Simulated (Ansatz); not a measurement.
# Al2O3 (P-3m1): comparison of functionals at one structure

How far apart do the functionals lie for Al2O3 (P-3m1) at one structure? A script is to give a comparison of functionals at one structure; the system is Al2O3 (P-3m1).

All numbers are computed with Ansatz 0.2.0 through its Python package. The levels of theory stand in the script.

### 1 The system

Symmetry: P-3m1, No. 164, trigonal system. Conventional cell: a = 3.017 Å, b = 3.017 Å, c = 7.575 Å, α = 90.00°, β = 90.00°, γ = 120.00°. Al (site symmetry 3m) is surrounded by 4 O at 1.68 to 1.84 Å. O (site symmetry 3m) has 3 Al at 1.84 Å as nearest neighbours. O (site symmetry -3m) is surrounded by 2 Al at 1.68 Å.

No structure file is read: the coordinates are typed or built in the script.

### 2 The code

al2o3.py reads:

```python
"""Functional comparison for Al2O3 (totals differ with the potentials too)."""

import warnings

import ansatz as az
import pandas as pd


def main() -> None:
    warnings.simplefilter("ignore", az.DeckWarning)

    lattice = az.Lattice.of(
        (3.017483, 0.0, 0.0),
        (-1.508741, 2.613217, 0.0),
        (0.0, 0.0, 7.574636),
    )
    sites = [
        ("Al", (0.0, 0.0, 0.277951)),
        ("Al", (0.0, 0.0, 0.722049)),
        ("O", (1 / 3, 2 / 3, 0.199454)),
        ("O", (2 / 3, 1 / 3, 0.800546)),
        ("O", (0.0, 0.0, 0.5)),
    ]
    al2o3 = az.Crystal(lattice=lattice)
    for symbol, position in sites:
        al2o3 = al2o3.atom(symbol, position)

    calc = al2o3.calculation()
    calc = calc.pseudopotentials("paw")
    calc = calc.basis(19 * az.Ha)
    calc = calc.kpoints(12, 12, 4)
    calc = calc.occupations("fixed").stress()

    rows = []
    for value in ["lda", "pbesol", "blyp"]:
        r = calc.functional(value).run(threads=1, backend="cpu").report
        rows.append((value, r["free_energy_ev"] / len(r["lattice"]["sites"]), r["n_iterations"], sum(r["stress_gpa"][i][i] for i in range(3)) / 3, r["n_kpoints"]))

    table = pd.DataFrame(rows, columns=["functional", "F/atom (eV)", "iterations", "P (GPa)", "k-points"])
    print(table.round(5).to_string(index=False))


if __name__ == "__main__":
    main()
```

### 3 What the engine is handed

The package turns the script's settings into the engine's input (first run):

```yaml
crystal:
  lattice:
    - [3.017483, 0.0, 0.0]
    - [-1.508741, 2.613217, 0.0]
    - [0.0, 0.0, 7.574636]
  atoms:
    - { symbol: Al, position: [0.0, 0.0, 0.277951] }
    - { symbol: Al, position: [0.0, 0.0, 0.722049] }
    - { symbol: O, position: [0.3333333333333333, 0.6666666666666666, 0.199454] }
    - { symbol: O, position: [0.6666666666666666, 0.3333333333333333, 0.800546] }
    - { symbol: O, position: [0.0, 0.0, 0.5] }
basis:
  ecutwfc: 517.016338673772
kpoints:
  mp_grid:
    grid: [12, 12, 4]
hamiltonian:
  xc: lda
  pseudopotentials:
    kind: paw
scf:
  occupations:
    method: fixed
output:
  stress: true
```

### 4 Running it

Launch:

```console
$ python al2o3.py
```

The log of the run:

```text
functional  F/atom (eV)  iterations  P (GPa)  k-points
       lda   -539.62314           7 -8.28372        69
    pbesol   -547.57144           7 -3.70263        69
      blyp   -559.35116           7  1.37900        69
```

It took 13 s on 1 thread of Arm Neoverse V1, shared host; peak memory 0.47 GiB.

### 5 What changed from run to run

The engine's inputs for the other runs:

Run 2, against run 1:

```diff
@@ -18 +18 @@
-  xc: lda
+  xc: pbesol
```

Run 3, against run 1:

```diff
@@ -18 +18 @@
-  xc: lda
+  xc: blyp
```

### 6 The engine's runs

The 3 runs, in the order started:

```
run  functional  energy (eV/atom)  pressure (GPa)  gap on the mesh (eV)  SCF cycles  CPU time (s)
  1         lda         -539.6231           -8.28                  2.20           7           3.9
  2      pbesol         -547.5714           -3.70                  2.20           7           3.9
  3        blyp         -559.3512            1.38                  2.49           7             4
```

Totals hang on method, basis and potentials, so only like runs compare.

### 7 Summary of results

```
             quantity                            value
        runs compared                                3
pressure at this cell     -8.3 (lda) to 1.4 GPa (blyp)
      gap on the mesh  2.20 (pbesol) to 2.49 eV (blyp)
```

From lowest to highest: LDA (-8.3 GPa), PBEsol (-3.7 GPa) and BLYP (1.4 GPa). At a fixed cell a lower pressure usually means a smaller equilibrium volume, so LDA prefers the smallest cell and BLYP the largest. Gaps by band count in the reports: LDA 2.20 eV, PBEsol 2.20 eV and BLYP 2.49 eV. Notes:
- Pressure is positive in compression.
- This cell is a computed structure, which may not be the phase found in nature.
- Total energies of different functionals can't be compared; pressures, moments and gaps at this one structure can.
